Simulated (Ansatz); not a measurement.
Energy landscape near a Al2Au structure

Method: DFT PBE, scalar-relativistic, plane waves, PAW in Ansatz.

Settings: cutoff 420 eV, Γ-centred mesh 12×12×12 on the computed 3-atom cell, Gaussian smearing of 0.10 eV; no spin polarisation.

Reference cell:

```yaml
crystal:
  lattice:
    - [0.00000, 3.00000, 3.00000]
    - [3.00000, 0.00000, 3.00000]
    - [3.00000, 3.00000, 0.00000]
  atoms:
    - { symbol: Al, position: [0.25000, 0.25000, 0.25000] }
    - { symbol: Al, position: [0.75000, 0.75000, 0.75000] }
    - { symbol: Au, position: [0.00000, 0.00000, 0.00000] }
```

Each variant moves atoms of this cell by the vectors given, if any (Å), and then applies a symmetric strain (tensor components, Cartesian axes). The reference cell isn't relaxed at this level. Energies are per atom at zero smearing, counted from the lowest variant. Pressure is positive in compression.

1. strain (xx yy zz yz xz xy, %) -0.37 -0.37 -0.37 0.00 0.00 0.00
2. strain (xx yy zz yz xz xy, %) -0.61 -0.61 -0.61 -6.00 -6.00 -6.00; moves: Al1 (0.106, 0.106, 0.106); Al2 (-0.106, -0.106, -0.106)
3. strain (xx yy zz yz xz xy, %) 2.83 2.83 2.83 0.00 0.00 0.00
4. strain (xx yy zz yz xz xy, %) -2.96 -2.96 -2.96 0.00 0.00 0.00
5. strain (xx yy zz yz xz xy, %) -0.55 -0.55 -0.55 0.00 0.00 0.00

```tsv
variant	ΔE (meV/atom)	P (GPa)	largest force (eV/Å)	gap on mesh (eV)	space group
1	0.0	4.80	0.00	0	Fm-3m
2	?	?	?	?	?
3	5.5	-4.89	0.00	0	Fm-3m
4	87.4	16.78	0.00	0	Fm-3m
5	3.1	5.49	0.00	0	Fm-3m
```

Task: Give the withheld rows.

Result:
| variant | ΔE (meV/atom) | P (GPa) | largest force (eV/Å) | gap on mesh (eV) | space group |
| --- | --- | --- | --- | --- | --- |
| 2 | 168.7 | 7.86 | 0.61 | 0 | R-3m |

Spin-orbit coupling is left out, which matters for the bands of heavy elements.